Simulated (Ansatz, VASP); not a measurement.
## One calculation of GaAs, two programs

```
Ga As
1.0
     0.00000    2.87249    2.87249
     2.87249    0.00000    2.87249
     2.87249    2.87249    0.00000
Ga As
1 1
Cartesian
  4.3087 4.3087 4.3087
  2.8725 2.8725 2.8725
```

Alike in both runs: functional PBE; k mesh 10 × 10 × 10; occupations gaussian, width 0.01 eV; no spin polarisation.

Ansatz relaxed the structure, and its values are those at the end. VASP's run is a single point on that final structure, the one shown.

```csv
,VASP,Ansatz
version,VASP 6.6.1,Ansatz 0.2.0
potentials or method,"VASP PAW PBE potentials, release 64 (Ga_d, As)","scalar-relativistic, plane waves, PAW"
plane-wave cutoff (eV),520,420
valence electrons in the cell,18,28
```

```tsv
	VASP	Ansatz	Ansatz less VASP
gap on the k mesh at the Fermi level (eV)	0.16	0.16	-0.003
least direct gap on the mesh (eV)	0.16	0.16	-0.003
pressure (GPa)	0.2	0.0	-0.15
```

The functional is the same, so the differences come from potentials, cutoffs and numerics. The two sets of potentials don't hold the same shells in valence.
